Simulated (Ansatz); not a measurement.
FePt: a prediction, then the measurements

The calculation used DFT PBE, scalar-relativistic, plane waves, PAW (Ansatz).

Cutoff 420 eV; k points 20×20×14 on the computed 2-atom cell (Γ-centred); Gaussian smearing, width 0.10 eV; collinear spin from starting moments 3.3 0.4 μB.

Relaxed structure:

```
CELL_PARAMETERS angstrom
2.72910 0.00000 0.00000
0.00000 2.72910 0.00000
0.00000 0.00000 3.76523
ATOMIC_POSITIONS crystal
Fe 0.50000 0.50000 0.50000
Pt 0.00000 0.00000 0.00000
```

| Item | Value |
| --- | --- |
| Space group | P4/mmm (No. 123) |
| Volume per atom | 94.6 bohr³ |
| Formation energy from the elements' standard states (uncorrected) | -0.229 eV/atom |
| Kohn–Sham band gap | none (metal) |
| Density of states at the Fermi level | 1.3 states/eV per cell |
| Orbital (Löwdin) character within 0.5 eV of the Fermi level | Fe 3d 64 %, Pt 5d 23 %, unprojected 5 % |
| Bulk modulus | 202 GPa |
| Its pressure derivative | 5.2 |
| Bader charge by site (e) | Fe (1 in the cell) 0.66, Pt (1 in the cell) -0.66 |
| Total moment | 3.30 μB per cell |
| Moment by site (μB) | Fe1 2.98, Pt2 0.38 |

Spin-orbit coupling is left out, which matters for the bands of heavy elements.

Only this magnetic start was tried.

**Against measurements.**

Measured lattice constant c of FePt: 3.713 Å (300 K; quoted in “Dynamical properties of ordered Fe-Pt alloys”, 2015, arxiv:1501.05550). This calculation gives 3.765 Å (+1.4 %). The calculation is for 0 K without zero-point motion. A measured bulk modulus of FePt is 264.1 GPa (powder; quoted in “Lattice constants and magnetism of L10-ordered FePt under high pressure”, 2023, arxiv:2212.12065); the calculated 202 GPa falls short of it by 23.6 %. The calculation is for 0 K without zero-point motion.

The cell was reached from a generator's guess, though it ends in a space group that the Crystallography Open Database lists for this formula. Löwdin shares on free-atom orbitals overweight diffuse shells.
